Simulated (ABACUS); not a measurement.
The system is BaZrO3.

```xyz
5
Lattice="4.1913 0.0000 0.0000 0.0000 4.1913 0.0000 0.0000 0.0000 4.1913" Properties=species:S:1:pos:R:3 pbc="T T T"
Ba    0.0000    0.0000    0.0000
Zr    2.0957    2.0957    2.0957
O     2.0957    2.0957    0.0000
O     2.0957    0.0000    2.0957
O     0.0000    2.0957    2.0957
```

| Property | Result |
| --- | --- |
| Program | ABACUS 3.10.1 |
| Task | single point |
| Functional | PBEsol |
| Potentials or basis | PseudoDojo NC SR 0.4.1 PBEsol standard |
| Cutoff | 1143 eV |
| Density cutoff | 4572 eV |
| Basis | plane waves |
| k mesh | 6 × 6 × 6 |
| Occupations | fermi-dirac, width 0.05 eV |
| Spin | no spin polarisation |

On this cell: pressure -1.0 GPa; largest force zero by symmetry; band gap on the k mesh 3.14 eV, indirect (least direct gap 3.34 eV).

The same run follows on a disturbed copy (atoms moved at random, drawn with an rms of 0.05 Å):

```
CELL_PARAMETERS angstrom
4.19134 0.00000 0.00000
0.00000 4.19134 0.00000
0.00000 0.00000 4.19134
ATOMIC_POSITIONS crystal
Ba 0.00020 0.00777 0.99258
Zr 0.50054 0.50828 0.49188
O 0.49283 0.50117 0.00047
O 0.49436 0.00155 0.50659
O 0.99417 0.50599 0.50463
```

**Question.** What does the disturbed cell give?

**Answer.** The energy moves by +1.7 meV/atom; pressure -0.9 GPa; largest force 0.278 eV/Å; band gap on the k mesh 3.16 eV, indirect (least direct gap 3.38 eV).

Forces on the atoms (eV/Å):
```
Ba   0.008 -0.002 -0.037
Zr  -0.135 -0.137  0.201
O    0.007 -0.013 -0.050
O   -0.006  0.205 -0.065
O    0.126 -0.053 -0.049
```

Stress tensor (GPa, compression positive):
```
-0.92  0.00 -0.01
 0.00 -0.97  0.00
-0.01  0.00 -0.80
```

Caveats: this release of the barium file is off; there are fewer bands than atomic start orbitals, so a level may be missed at k points of high symmetry; spin-orbit coupling is left out, which moves the levels of the heavy elements.

A k mesh can miss the band edges.
